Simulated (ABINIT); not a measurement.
Input of an ABINIT 10.8.3 (patched build) run:

Contents of run.abi:

```
ndtset 7
getwfk -1
scalecart1 3*0.9795861087
scalecart2 3*0.9864848297
scalecart3 3*0.9932883884
scalecart4 3*1.0000000000
scalecart5 3*1.0066227096
scalecart6 3*1.0131594038
scalecart7 3*1.0196128224

pp_dirpath "./"
pseudos "Zr.GGA_PBE-JTH.xml"

acell 3.232 3.232 5.147 Angstrom
rprim
     1.0000000000     0.0000000000     0.0000000000
    -0.5000000000     0.8660254038     0.0000000000
     0.0000000000     0.0000000000     1.0000000000
ntypat 1
znucl 40
natom 2
typat 1 1
xred
     0.6666666667     0.3333333333     0.7500000000
     0.3333333333     0.6666666667     0.2500000000

ecut 17.0
pawecutdg 34.0

kptopt 1
ngkpt 9 9 5
nshiftk 1
shiftk 0.0 0.0 0.0

ixc -106131

nband 16
occopt 3
tsmear 0.05 eV

nstep 100
tolvrs 1.0e-9

iomode 3
prtwf 1
prtden 0
prteig 0
prtebands 0
enunit 2
```

Potentials or basis: JTH PAW PBE v2.0.

The run is started by

```sh
$ abinit run.abi > log 2>&1
```

Q: What does it give for the pressure derivative of the bulk modulus?

A: 3.4.

Q: What does it give for the equilibrium volume?

A: 24.17 Å³/atom.

Q: Predict the bulk modulus at fixed shape and positions.

A: 89 GPa.

Energy against volume, from the lowest point:
| volume (Å³/atom) | energy (meV/atom) |
| --- | --- |
| 21.884 | 69.74 |
| 22.350 | 42.92 |
| 22.815 | 23.07 |
| 23.281 | 9.67 |
| 23.746 | 2.13 |
| 24.212 | 0.00 |
| 24.678 | 2.82 |

Caveat: pressures at fixed basis lie under the slope of the energies; the cell was scaled at fixed shape and fractional positions, which overstates the stiffness of a crystal with free parameters, most of all of layers and chains; the PAW data sets were made with another functional, which shifts forces and pressure a little.
